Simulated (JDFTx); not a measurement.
Set up this calculation in JDFTx 1.7.0 (patched build), as the native input.

```
Task                                    : single point
Functional                              : PBEsol
Potentials or basis                     : PseudoDojo-SR-PBEsol-0.4.1-standard with smoothed tails
Cutoff                                  : 980 eV
Density cutoff                          : 7837 eV
k mesh                                  : 7 × 7 × 7
Occupations                             : fermi-dirac, width 0.05 eV
Spin                                    : no spin polarisation
Local potential set to -Z/r beyond      : 6 bohr
Bands                                   : 21
Density cutoff over wavefunction cutoff : 8
Max SCF steps                           : 100
SCF threshold on the energy             : 1e-09 Ha
Solver of the electrons                 : scf
Further solve for the empty bands       : yes
```

The system is Sn.

```
Sn
1.0
     0.00000    3.23334    3.23334
     3.23334    0.00000    3.23334
     3.23334    3.23334    0.00000
Sn
2
Direct
  0.75000 0.75000 0.75000
  0.50000 0.50000 0.50000
```

This isn't the form of Sn at room conditions, which is tetragonal (white tin).

One way to write it, as run:

Sn.in

```
lattice \
    0.0000000000     6.1101323590     6.1101323590 \
    6.1101323590     0.0000000000     6.1101323590 \
    6.1101323590     6.1101323590     0.0000000000
coords-type Lattice
ion Sn     0.7500000000     0.7500000000     0.7500000000 1
ion Sn     0.5000000000     0.5000000000     0.5000000000 1

ion-species pseudo/Sn.upf
elec-cutoff 36 288
elec-ex-corr gga-PBEsol
kpoint-folding 7 7 7
elec-smearing Fermi 0.0018374661
elec-n-bands 21
electronic-SCF nIterations 100 energyDiffThreshold 1e-09
electronic-minimize nIterations 30 energyDiffThreshold 1e-7
converge-empty-states yes
forces-output-coords Cartesian

dump-name run.$VAR
dump End Ecomponents EigStats BandEigs Kpoints Forces Stress ElecDensity Dtot KEdensity
```

Potentials or basis: PseudoDojo-SR-PBEsol-0.4.1-standard with smoothed tails.

Run with:

```console
$ jdftx -c 1 -i Sn.in -o Sn.out
```

Results of the run:

The pressure is 1.7 GPa. The band gap on the k mesh is none (metal or under the smearing width).

Run time: 100 s on 1 thread of Arm Neoverse V1, on a shared host, peak memory 0.18 GiB.
